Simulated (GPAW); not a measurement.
Crystal: SiNi3.

```xyz
4
Lattice="3.5420 0.0000 0.0000 0.0000 3.5420 0.0000 0.0000 0.0000 3.5420" Properties=species:S:1:pos:R:3 pbc="T T T"
Ni    1.7710    1.7710    0.0000
Ni    1.7710    0.0000    1.7710
Ni    0.0000    1.7710    1.7710
Si    0.0000    0.0000    0.0000
```

| Item | Value |
| --- | --- |
| Program | GPAW 26.7.0 |
| Task | relaxation of cell and atoms |
| Functional | PBEsol |
| Dispersion | D3 |
| Potentials or basis | PAW data sets generated in the run's folder for this functional |
| Cutoff | 600 eV |
| Basis | pw |
| k mesh | 6 × 6 × 6 |
| Occupations | fermi-dirac, width 0.05 eV |
| Spin | collinear spin, ferromagnetic start |
| Starting moments | [1.0, 1.0, 1.0, 0.0] μB |

At the start: pressure -17.7 GPa; volume 11.11 Å³/atom.

Problem. Where does the relaxation end?

Solution. Over 4 steps the energy falls by 54.0 meV/atom and the volume is 10.22 Å³/atom (-8.0 %); space group Pm-3m (No. 221, to 0.05 Å); moment 0.00 μB per cell.

Step by step:
| step | energy change (eV) | largest force (eV/Å) | pressure (GPa) | volume (Å³) |
| --- | --- | --- | --- | --- |
| 1 | 0.0000 | 0.0000 | -17.67 | 44.44 |
| 2 | -0.0600 | 0.0000 | -15.42 | 43.86 |
| 3 | -0.2129 | 0.0000 | 2.61 | 40.43 |
| 4 | -0.2161 | 0.0000 | -0.27 | 40.87 |

Final structure:
```
Ni Si
1.0
     3.44466    0.00000    0.00000
     0.00000    3.44466    0.00000
     0.00000    0.00000    3.44466
Ni Si
3 1
Direct
  0.50000 0.50000 0.00000
  0.50000 0.00000 0.50000
  0.00000 0.50000 0.50000
  0.00000 0.00000 0.00000
```

Caveat: each step starts from the last one's moments, so a moment once lost doesn't come back; the stock nickel data set gives pressures a few GPa off other programs; later steps reuse the first step's grids; pairwise dispersion overbinds metals, which lowers pressure and volume.
